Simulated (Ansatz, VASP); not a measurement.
# Sc in VASP and in Ansatz

Contents of INCAR:

```
SYSTEM = Sc
ALGO = Normal
EDIFF = 1E-6
ENCUT = 520
GGA = PE
ISIF = 2
ISMEAR = -1
LASPH = .TRUE.
LCHARG = .FALSE.
LREAL = .FALSE.
LWAVE = .FALSE.
NBANDS = 12
NELM = 60
PREC = Accurate
SIGMA = 0.03
```

File KPOINTS:

```
k-points
0
G
  12 12 12
  0 0 0
```

POSCAR

```
Sc
1.0
    0.0000000000      2.2819383596      2.2477950000
    2.2819383596      0.0000000000      2.2477950000
    2.2819383596      2.2819383596      0.0000000000
Sc
1
Direct
    0.0000000000      0.0000000000      0.0000000000
```

Input for Ansatz:

```yaml
crystal:
  lattice:
    - [0.0, 2.2819383596, 2.247795]
    - [2.2819383596, 0.0, 2.247795]
    - [2.2819383596, 2.2819383596, 0.0]
  atoms:
    - { symbol: Sc, position: [0.0, 0.0, 0.0] }
kpoints:
  mp_grid: { grid: [12, 12, 12] }
scf:
  occupations: { method: fermi_dirac, width: 0.03 }
hamiltonian:
  xc: pbe
  pseudopotentials: { kind: all_electron, lapw: { basis_error: 0.00025 } }
output:
  forces: true
  stress: true
  eigenvalues: true
```

Change from the starting cell: z stretched by -1 % at fixed volume.

Alike in both runs: task single point; functional PBE; k mesh 12 × 12 × 12; occupations fermi-dirac, width 0.03 eV; no spin polarisation.

```csv
,VASP,Ansatz
version,VASP 6.6.1,Ansatz 0.2.0
potentials or method,"VASP PAW PBE potentials, release 64 (Sc_sv)","all-electron LAPW, scalar-relativistic"
plane-wave cutoff (eV),520,see its input
```

|  | VASP | Ansatz | Ansatz less VASP |
| --- | --- | --- | --- |
| pressure (GPa) | 3.0 | 2.9 | -0.03 |
| largest component of the traceless stress (GPa) | 0.31 | 0.31 | +0.001 |

Ansatz ran all-electron here, so the differences hold the error of VASP's frozen core and of both bases.
